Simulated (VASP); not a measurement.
## H under changes of volume

One of the cells (7.021 Å³/atom); the others are scaled copies at fixed shape and fractional positions:

```xyz
1
Lattice="2.6672 0.0000 0.0000 0.0000 2.6672 0.0000 0.0000 0.0000 0.9870" Properties=species:S:1:pos:R:3 pbc="T T T"
H     0.0000    0.0000    0.4935
```

| Item | Value |
| --- | --- |
| Program | VASP 6.6.1 |
| Functional | PBE |
| Potentials or basis | VASP PAW PBE potentials, release 64 (H) |
| Cutoff | 520 eV |
| k mesh | 10 × 10 × 26 |
| Occupations | fermi-dirac, width 0.05 eV |
| Spin | no spin polarisation |

| volume (Å³/atom) | energy over the lowest point (meV/atom) | pressure (GPa) |
| --- | --- | --- |
| 6.471 | ? | ? |
| 6.608 | 6.48 | 3.3 |
| 6.746 | 3.80 | 2.4 |
| 7.021 | 0.60 | 0.8 |
| 7.159 | 0.00 | 0.1 |
| 7.297 | 0.00 | -0.5 |

Question: What does the run at 6.471 Å³/atom give?

Answer: Energy over the lowest point 10.00 meV/atom; pressure 4.3 GPa.

Worked out: A Birch-Murnaghan fit of order 3 (a polynomial in V^(-2/3)) to the other rows has its minimum at 7.23 Å³/atom with B0 = V·E''(V) = 36 GPa (rough, since the energies scatter) at fixed shape and positions, which overstates the stiffness. It gives 9.92 meV/atom at 6.471 Å³/atom, against the run's 10.00, and -dE/dV = 4.5 GPa, against 4.3.

Energies are extrapolated to zero smearing.
